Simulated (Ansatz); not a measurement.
**Co under changes of volume**

One of the cells (10.842 Å³/atom); the others are scaled copies at fixed shape and fractional positions:

```xyz
1
Lattice="0.0000 1.7567 1.7567 1.7567 0.0000 1.7567 1.7567 1.7567 0.0000" Properties=species:S:1:pos:R:3 pbc="T T T"
Co    0.0000    0.0000    0.0000
```

This isn't the form of Co at room conditions, which is hcp.

| Property | Result |
| --- | --- |
| Program | Ansatz 0.2.0 |
| Functional | PBE |
| Potentials or basis | all-electron LAPW, scalar-relativistic |
| Cutoff | 333 eV (chosen from the basis error) |
| Basis error allowed | 0.0005 eV/atom |
| k mesh | 13 × 13 × 13 |
| Occupations | fermi-dirac, width 0.05 eV |
| Spin | collinear spin, ferromagnetic start |
| Starting moments | [2.0] μB |

| volume (Å³/atom) | energy over the lowest point (meV/atom) | pressure (GPa) | moment (μB per cell) |
| --- | --- | --- | --- |
| 10.191 | 34.63 | 17.1 | 1.62 |
| 10.408 | ? | ? | ? |
| 10.625 | 4.44 | 5.8 | 1.63 |
| 10.842 | 0.00 | 1.0 | 1.64 |
| 11.058 | 1.73 | -3.3 | 1.64 |
| 11.275 | 8.99 | -7.1 | 1.65 |
| 11.492 | 21.15 | -10.4 | 1.65 |

What does the run at 10.408 Å³/atom give?

Energy over the lowest point 15.71 meV/atom; pressure 11.1 GPa; moment 1.63 μB per cell.

Worked out: A Birch-Murnaghan fit of order 3 (a polynomial in V^(-2/3)) to the other rows has its minimum at 10.89 Å³/atom with B0 = V·E''(V) = 223 GPa and B' = 4.5. It gives 15.70 meV/atom at 10.408 Å³/atom, against the run's 15.71, and -dE/dV = 11.0 GPa, against 11.1. A straight line through the other rows of the moment, of slope 0.0244 μB per Å³/atom, gives 1.63 μB, against the run's 1.63.

Energies are extrapolated to zero smearing.
